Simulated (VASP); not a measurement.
# Cu (Fm-3m) in VASP: further runs

Aim: see how the results for Cu move with the level of theory and the settings. Levels: PBEsol, PBE. Tasks: relaxation of cell and atoms.

All numbers are computed with VASP 6.6.1; they aren't measurements. Logs are shortened: lines on timing, memory, paths and dates and some standing lists are left out, and cuts for length are marked.

### Step 1. The structure

It takes space group Fm-3m (No. 225, cubic). Conventional cell: a = 3.615 Å, b = 3.615 Å, c = 3.615 Å, α = 90.00°, β = 90.00°, γ = 90.00°. Cu (site symmetry m-3m) has 12 Cu at 2.56 Å as nearest neighbours.

### Step 2. Relaxation of cell and atoms, PBEsol

INCAR

```
SYSTEM = Cu
PREC     = Accurate       ! precision mode
ENCUT    = 600            ! plane-wave cutoff, eV
EDIFF    = 1E-6           ! SCF threshold, eV
ISMEAR   = 1              ! smearing method
SIGMA    = 0.1            ! smearing width, eV
LREAL    = .False.        ! projectors in reciprocal space
LASPH    = .True.         ! aspherical terms in the spheres
NELM     = 80             ! most SCF steps
ALGO     = Normal         ! electronic algorithm
ISIF     = 3              ! what is computed and relaxed
LWAVE    = .False.        ! write WAVECAR
LCHARG   = .False.        ! write CHGCAR
GGA      = PS             ! functional
IBRION   = 2              ! ionic algorithm
NSW      = 90             ! ionic steps
EDIFFG   = -0.01          ! ionic threshold
KPAR     = 4
```

KPOINTS

```
regular mesh
0
Gamma
  18 18 18
  0 0 0
```

POSCAR

```
Cu
1.0
    0.0000000000      1.8075000000      1.8075000000
    1.8075000000      0.0000000000      1.8075000000
    1.8075000000      1.8075000000      0.0000000000
Cu
1
Direct
    0.0000000000      0.0000000000      0.0000000000
```

Potentials or basis: VASP PAW PBE potentials, release 64 (Cu).

Launch:

```
cat potpaw_PBE.64/Cu/POTCAR > POTCAR
mpirun -np 4 vasp_std > vasp.out
```

OUTCAR:

```text
SYSTEM = Cu
   PREC = Accurate
   ENCUT = 600
   EDIFF = 1E-6
   ISMEAR = 1
   LREAL = .False.
   LASPH = .True.
   NELM = 80
   ISIF = 3
   GGA = PS
   IBRION = 2
   NSW = 90
   EDIFFG = -0.01

 ion  position               nearest neighbor table
   1  0.000  0.000  0.000-

  LATTYP: Found a face centered cubic cell.
 ALAT       =     3.6150000000

  Lattice vectors:

 A1 = (   0.0000000000,   1.8075000000,   1.8075000000)
 A2 = (   1.8075000000,   0.0000000000,   1.8075000000)
 A3 = (   1.8075000000,   1.8075000000,   0.0000000000)

Analysis of symmetry for initial positions (statically):
=====================================================================
 Subroutine PRICEL returns:
 Original cell was already a primitive cell.

 Routine SETGRP: Setting up the symmetry group for a
 face centered cubic supercell.

 Subroutine GETGRP returns: Found 48 space group operations
 (whereof 48 operations were pure point group operations)
 out of a pool of 48 trial point group operations.

The static configuration has the point symmetry O_h .

Analysis of symmetry for dynamics (positions and initial velocities):
=====================================================================
 Subroutine PRICEL returns:
 Original cell was already a primitive cell.

 Routine SETGRP: Setting up the symmetry group for a
 face centered cubic supercell.

 Subroutine GETGRP returns: Found 48 space group operations
 (whereof 48 operations were pure point group operations)
 out of a pool of 48 trial point group operations.

The dynamic configuration has the point symmetry O_h .

 Subroutine INISYM returns: Found 48 space group operations
 (whereof 48 operations are pure point group operations),
 and found     1 'primitive' translations

----------------------------------------------------------------------------------------

                                     Primitive cell

  volume of cell :      11.8104

  direct lattice vectors                    reciprocal lattice vectors
     0.000000000  1.807500000  1.807500000    -0.276625173  0.276625173  0.276625173
     1.807500000  0.000000000  1.807500000     0.276625173 -0.276625173  0.276625173
     1.807500000  1.807500000  0.000000000     0.276625173  0.276625173 -0.276625173

  length of vectors
     2.556191014  2.556191014  2.556191014     0.479128854  0.479128854  0.479128854

  position of ions in fractional coordinates (direct lattice)
     0.000000000  0.000000000  0.000000000

  ion indices of the primitive-cell ions
   primitive index   ion index
                 1           1

----------------------------------------------------------------------------------------

 KPOINTS: regular mesh

Automatic generation of k-mesh.
 Grid dimensions read from file:
 generate k-points for:   18   18   18

 Generating k-lattice:

  Cartesian coordinates                     Fractional coordinates (reciprocal lattice)
    -0.015368065  0.015368065  0.015368065     0.055555556  0.000000000  0.000000000
     0.015368065 -0.015368065  0.015368065     0.000000000  0.055555556  0.000000000
     0.015368065  0.015368065 -0.015368065     0.000000000  0.000000000  0.055555556

  Length of vectors
     0.026618270  0.026618270  0.026618270

  Shift w.r.t. Gamma in fractional coordinates (k-lattice)
     0.000000000  0.000000000  0.000000000

 Subroutine IBZKPT returns following result:
 ===========================================

 Found    195 irreducible k-points:

 Following reciprocal coordinates:
            Coordinates               Weight
  0.000000  0.000000  0.000000      1.000000
  0.055556  0.000000  0.000000      8.000000
  0.111111  0.000000  0.000000      8.000000
  0.166667  0.000000  0.000000      8.000000
  0.222222  0.000000  0.000000      8.000000
  0.277778  0.000000  0.000000      8.000000
[... 16 lines left out ...]
 -0.277778  0.055556  0.000000     24.000000
 -0.222222  0.055556  0.000000     24.000000
 [... further k-points ...]
   k-points           NKPTS =    195   k-points in BZ     NKDIM =    195   number of bands    NBANDS=      9
   number of dos      NEDOS =    301   number of ions     NIONS =      1
   total plane-waves  NPLWV =   8000
   dimension x,y,z NGX =    20 NGY =   20 NGZ =   20
   dimension x,y,z NGXF=    40 NGYF=   40 NGZF=   40
   ions per type =               1
   NGX,Y,Z   is equivalent  to a cutoff of  13.01, 13.01, 13.01 a.u.
   NGXF,Y,Z  is equivalent  to a cutoff of  26.01, 26.01, 26.01 a.u.
 SYSTEM =  Cu
   PREC   = accura    normal or accurate (medium, high low for compatibility)
   ISTART =      0    job   : 0-new  1-cont  2-samecut
   ICHARG =      2    charge: 1-file 2-atom 10-const
   ISPIN  =      1    spin polarized calculation?
   LNONCOLLINEAR =      F non collinear calculations
   LSORBIT =      F    spin-orbit coupling
   LASPH  =      T    aspherical Exc in radial PAW
   ENCUT  =  600.0 eV  44.10 Ry    6.64 a.u.   5.11  5.11  5.11*2*pi/ulx,y,z
   NELM   =     80;   NELMIN=  2; NELMDL= -5     # of ELM steps
   EDIFF  = 0.1E-05   stopping-criterion for ELM
   LREAL  =      F    real-space projection
   EDIFFG = -.1E-01   stopping-criterion for IOM
   NSW    =     90    number of steps for IOM
   IBRION =      2    ionic relax: 0-MD 1-quasi-New 2-CG
   NFREE  =      1    steps in history (QN), initial steepest desc. (CG)
   ISIF   =      3    stress and relaxation
   ISYM   =      2    0-nonsym 1-usesym 2-fastsym
   POTIM  = 0.5000    time-step for ionic-motion
   TEBEG  =    0.0;   TEEND  =   0.0 temperature during run
   PSTRESS=    0.0 pullay stress
   NELECT =      11.0000    total number of electrons
   NUPDOWN=      -1.0000    fix difference up-down
   EMIN   =  10.00;   EMAX   =-10.00  energy-range for DOS
   EFERMI =   0.00;   METHOD = LEGACY
   ISMEAR =     1;   SIGMA  =   0.10  broadening in eV -4-tet -1-fermi 0-gaus
   EFERMI_NEDOS =   21; number of points for ismear=-14 and -15
   IALGO  =     38    algorithm
   IMIX   =      4    mixing-type and parameters
     AMIX     =   0.40;   BMIX     =  1.00
     AMIX_MAG =   1.60;   BMIX_MAG =  1.00
  volume/ion in A,a.u.               =      11.81        79.70
  Fermi-wavevector in a.u.,A,eV,Ry     =   1.598763  3.021224 34.777078  2.556043
  Thomas-Fermi vector in A             =   2.696162
   LORBIT       =      0    0 simple, 1 ext, 2 COOP (PROOUT), +10 PAW based schemes
   GGA     = PS    functional components
   LHFCALC =     F    Hartree Fock is set to
   AEXX    =    0.0000 exact exchange contribution
   IVDW    =     0    specifies the selected vdW correction
   LEPSILON=     F    determine dielectric tensor
   LRPA    =     F    only Hartree local field effects (RPA)
 conjugate gradient relaxation of ions
 non-spin polarized calculation
 Methfessel and Paxton  Order N= 1 SIGMA  =   0.10
  energy-cutoff  :      600.00
  volume of cell :       11.81
 maximum number of plane-waves:       411
   NGX = 11   NGY = 11   NGZ = 11

--------------------------------------- Ionic step        1  -------------------------------------------

 number of electron      11.0000001 magnetization

 Free energy of the ion-electron system (eV)
  ---------------------------------------------------
  ext. energy  EPLUGINS =         0.00000000
  ---------------------------------------------------
  free energy    TOTEN  =        -4.30072267 eV

  energy without entropy =       -4.30072400  energy(sigma->0) =       -4.30072311

------------------------ aborting loop because EDIFF is reached ----------------------------------------

  FORCE on cell =-STRESS in cart. coord.  units (eV):
  Direction    XX          YY          ZZ          XY          YZ          ZX
  --------------------------------------------------------------------------------------
  -------------------------------------------------------------------------------------
  Total       -0.4135184     -0.4135184     -0.4135184      0.0000000      0.0000000      0.0000000
  in kB      -56.0971158    -56.0971158    -56.0971158      0.0000000      0.0000000      0.0000000
  external PRESSURE =     -56.0971158 kB  Pullay stress =       0.0000000 kB
[... 55 lines left out ...]
  energy  without entropy=       -4.3056362511  energy(sigma->0) =       -4.30566008

--------------------------------------- Ionic step        3  -------------------------------------------

 number of electron      11.0000013 magnetization

 Free energy of the ion-electron system (eV)
  ---------------------------------------------------
  ext. energy  EPLUGINS =         0.00000000
  ---------------------------------------------------
  free energy    TOTEN  =        -4.30869341 eV

  energy without entropy =       -4.30864166  energy(sigma->0) =       -4.30867616

 E-fermi :   7.8342     XC(G=0): -13.1294

 val. band max:        7.8310710152   @ k =   0.5000   0.1111   0.0000
 cond. band min:       7.8705200191   @ k =  -0.4444   0.1111   0.0556
 fundamental gap:      0.0394490039
 Fermi energy:         7.8341759158

 k-point     1 :       0.0000    0.0000    0.0000
  band No.  band energies     occupation
      1      -1.8047      2.00000
      2       4.7374      2.00000
      3       4.7374      2.00000
      4       4.7374      2.00000
      5       5.6200      2.00000
      6       5.6200      2.00000
      7      30.7613      0.00000
      8      33.6717      0.00000
      9      33.6717      0.00000
[... 265 lines left out ...]
 k-point    24 :      -0.2222    0.0556    0.0000
  band No.  band energies     occupation
      1       0.3213      2.00000
      2       4.4217      2.00000
      3       4.9046      2.00000
      4       4.9459      2.00000
      5       5.5661      2.00000
      6       5.8255      2.00000
      7      21.1525      0.00000
      8      28.2554      0.00000
      9      31.9432      0.00000

 [... further k-points ...]
[... 5 lines left out ...]
  --------------------------------------------------------------------------------------
  -------------------------------------------------------------------------------------
  Total        0.0019916      0.0019916      0.0019916      0.0000000      0.0000000      0.0000000
  in kB        0.2805826      0.2805826      0.2805826      0.0000000      0.0000000      0.0000000
  external PRESSURE =       0.2805826 kB  Pullay stress =       0.0000000 kB
[... 16 lines left out ...]
  FREE ENERGIE OF THE ION-ELECTRON SYSTEM (eV)
  ---------------------------------------------------
  free  energy   TOTEN  =        -4.3086934130 eV

  energy  without entropy=       -4.3086416640  energy(sigma->0) =       -4.30867616

 reached required accuracy - stopping structural energy minimisation
```

Run time: 15 s. Hardware: 4 MPI ranks of Intel Xeon Platinum 8259CL at 2.50GHz (Skylake/Cascade Lake), shared host; peak memory 0.15 GiB.

Results:

```yaml
Free_energy: -4.3087 eV
Relaxed_volume: 11.37 Å³/atom
Relaxed_cell: a = 2.524 Å, b = 2.524 Å, c = 2.524 Å, α = 60.00°, β = 60.00°, γ = 60.00°
Space_group_after_relaxing_to_0.05_Å: Fm-3m (No. 225)
Energy_gained_by_relaxing: 8.0 meV/atom
Ionic_steps: 3
Pressure_after_relaxing: 0.0 GPa
Band_gap_on_the_k_mesh: none (metal or under the smearing width)
```

Step by step:
```
step  energy change (eV)  largest force (eV/Å)  pressure (GPa)  volume (Å³)
   1              0.0000                0.0000           -5.61        11.81
   2             -0.0049                0.0000            3.95        11.12
   3             -0.0080                0.0000            0.03        11.37
```

Final structure:
```
Cu
1.0
     0.00000    1.78486    1.78486
     1.78486    0.00000    1.78486
     1.78486    1.78486    0.00000
Cu
1
Direct
  0.00000 0.00000 0.00000
```

Caveat: the PAW data sets were made with another functional, which shifts forces and pressure a little.

(Continued in part 2 of 2.)
